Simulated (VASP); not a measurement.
Input of a VASP 6.6.1 run:

Contents of POSCAR:

```
KMgF3
1.0
    3.9400284143      0.0000000000      0.0000000000
    0.0000000000      3.9400284143      0.0000000000
    0.0000000000      0.0000000000      3.9400284143
K Mg F
1 1 3
Direct
    0.5000000000      0.5000000000      0.5000000000
    0.0000000000      0.0000000000      0.0000000000
    0.5000000000      0.0000000000      0.0000000000
    0.0000000000      0.5000000000      0.0000000000
    0.0000000000      0.0000000000      0.5000000000
```

File INCAR.step1:

```
PREC = Accurate
ENCUT = 520
ISMEAR = 0
SIGMA = 0.01
LREAL = F
LASPH = T
NELM = 100
NBANDS = 24
GGA = PE
ALGO = Normal
EDIFF = 1E-4
LWAVE = T
LCHARG = F
```

Contents of INCAR.step2:

```
PREC = Accurate
ENCUT = 520
EDIFF = 1E-6
ISMEAR = 0
SIGMA = 0.01
LREAL = F
LASPH = T
NELM = 100
ALGO = Normal
ISIF = 2
LWAVE = F
LCHARG = F
METAGGA = R2SCAN
LMIXTAU = T
NBANDS = 24
ISTART = 1
```

The input KPOINTS:

```
Automatic mesh
0
Gamma
  6 6 6
```

Potentials or basis: VASP PAW PBE potentials, release 64 (K_sv, Mg, F).

Run with:

```bash
$ cat potpaw_PBE.64/K_sv/POTCAR potpaw_PBE.64/Mg/POTCAR potpaw_PBE.64/F/POTCAR > POTCAR
$ cp INCAR.step1 INCAR
$ mpirun -np 1 vasp_std > vasp.out
$ cp INCAR.step2 INCAR
$ mpirun -np 1 vasp_std > vasp.out
```

(1) Predict the pressure.

(2) Predict the band gap on the k mesh.

Results:

(1) 2.0 GPa.

(2) 8.53 eV, indirect (least direct gap 8.85 eV).

Caveat: the PAW data sets were made with another functional, which shifts forces and pressure a little.
